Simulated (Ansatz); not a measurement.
GaP:

```xyz
2
Lattice="0.0000 2.7252 2.7252 2.7252 0.0000 2.7252 2.7252 2.7252 0.0000" Properties=species:S:1:pos:R:3 pbc="T T T"
Ga    0.0000    0.0000    0.0000
P     4.0879    4.0879    4.0879
```

| Item | Value |
| --- | --- |
| Program | Ansatz 0.2.0 |
| Task | relaxation of cell and atoms |
| Functional | RPBE |
| Potentials or basis | Ansatz PAW |
| Cutoff | 420 eV (not typed: the program's choice for these potentials) |
| k mesh | 8 × 8 × 8 |
| Occupations | fermi-dirac, width 0.05 eV |
| Spin | no spin polarisation |

At the start: volume 20.24 Å³/atom.

Q: How do energy, volume and symmetry change on relaxing?

A: It ends after 5 steps and the volume is 21.43 Å³/atom (+5.9 %); space group F-43m (No. 216, to 0.05 Å).

Step by step:
```
step  energy change (eV)  largest force (eV/Å)  volume (Å³)
   1              0.0000                0.0000        40.48
   2             -0.0287                0.0000        42.06
   3             -0.0319                0.0000        42.78
   4             -0.0319                0.0000        42.85
   5             -0.0325                0.0000        42.85
```

Final structure:
```
Ga P
1.0
     0.00000    2.77749    2.77749
     2.77749    0.00000    2.77749
     2.77749    2.77749    0.00000
Ga P
1 1
Direct
  0.00000 0.00000 0.00000
  0.75000 0.75000 0.75000
```

Caveat: the plane-wave basis is chosen anew once the cell has moved, so the energies of steps on either side of that aren't comparable; the PAW data sets come from PBE, with cores solved anew for the run's functional, which leaves a small shift of forces and pressure.
